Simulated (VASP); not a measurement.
# A VASP 6.6.1 single-point calculation on Ge

INCAR

```
IBRION = -1
NSW = 0
LREAL = .FALSE.
LASPH = .TRUE.
NBANDS = 21
ISMEAR = 1
EDIFF = 1E-9
LWAVE = .FALSE.
NELM = 63
ISIF = 2
LCHARG = .FALSE.
SIGMA = 0.3
ENCUT = 520
GGA = PE
PREC = Accurate
```

KPOINTS

```
KPOINTS created by Atomic Simulation Environment
0
Gamma
8 8 8
0 0 0
```

POSCAR

```
Ge
 1.0000000000000000
     0.0000000000000000    2.7943204094000000    2.7943204094000000
     2.7943204094000000    0.0000000000000000    2.7943204094000000
     2.7943204094000000    2.7943204094000000    0.0000000000000000
 Ge
   2
Cartesian
  0.0000000000000000  0.0000000000000000  0.0000000000000000
  1.3971602047000000  1.3971602047000000  1.3971602047000000
```

The recommended PBE PAW datasets give the neutral cell 28 valence electrons.

Command

```
mpirun -np 1 vasp_std
```

Problem. Predict the outcome of this run.

Solution. It converged. Results: gap between bands v and c on the k mesh 0.30 eV; least direct gap on the k mesh 0.38 eV; pressure 6.6 GPa. Band v is the last that the valence electrons fill when counted band by band, and c is the next.

OSZICAR

```
N       E                     dE             d eps       ncg     rms          rms(c)
DAV:   1     0.188251264392E+03    0.18825E+03   -0.14413E+04  1354   0.366E+03
DAV:   2     0.179323861511E+02   -0.17032E+03   -0.16447E+03  1228   0.624E+02
DAV:   3    -0.819045612144E+01   -0.26123E+02   -0.25857E+02  1378   0.142E+02
DAV:   4    -0.903330600007E+01   -0.84285E+00   -0.84226E+00  1413   0.297E+01
DAV:   5    -0.904708327776E+01   -0.13777E-01   -0.13777E-01  1358   0.418E+00    0.337E+00
DAV:   6    -0.897961822731E+01    0.67465E-01   -0.23379E-02  1406   0.139E+00    0.200E+00
DAV:   7    -0.894478280539E+01    0.34835E-01   -0.53582E-02  1385   0.198E+00    0.150E-01
DAV:   8    -0.894655804026E+01   -0.17752E-02   -0.59680E-03  1353   0.881E-01    0.444E-02
DAV:   9    -0.894669701038E+01   -0.13897E-03   -0.20636E-04  1397   0.186E-01    0.154E-02
DAV:  10    -0.894670852886E+01   -0.11518E-04   -0.28623E-05  1406   0.669E-02    0.651E-03
DAV:  11    -0.894670996046E+01   -0.14316E-05   -0.48436E-06  1392   0.336E-02    0.164E-03
DAV:  12    -0.894671007815E+01   -0.11769E-06   -0.17217E-07  1366   0.444E-03    0.540E-04
DAV:  13    -0.894671006734E+01    0.10808E-07   -0.19306E-08  1405   0.222E-03    0.180E-04
DAV:  14    -0.894671004427E+01    0.23070E-07   -0.16482E-09  1111   0.393E-04    0.206E-05
DAV:  15    -0.894671004578E+01   -0.15043E-08   -0.11632E-10   764   0.112E-04    0.164E-05
DAV:  16    -0.894671004627E+01   -0.48931E-09   -0.40789E-11   709   0.975E-05
   1 F= -.89467100E+01 E0= -.89474095E+01  d E =0.209827E-02
```

For comparison, a separate PBE run of the intended cell, on usual settings and not on those above, gives a gap of 0.30 eV on its mesh and a pressure of 6.6 GPa.
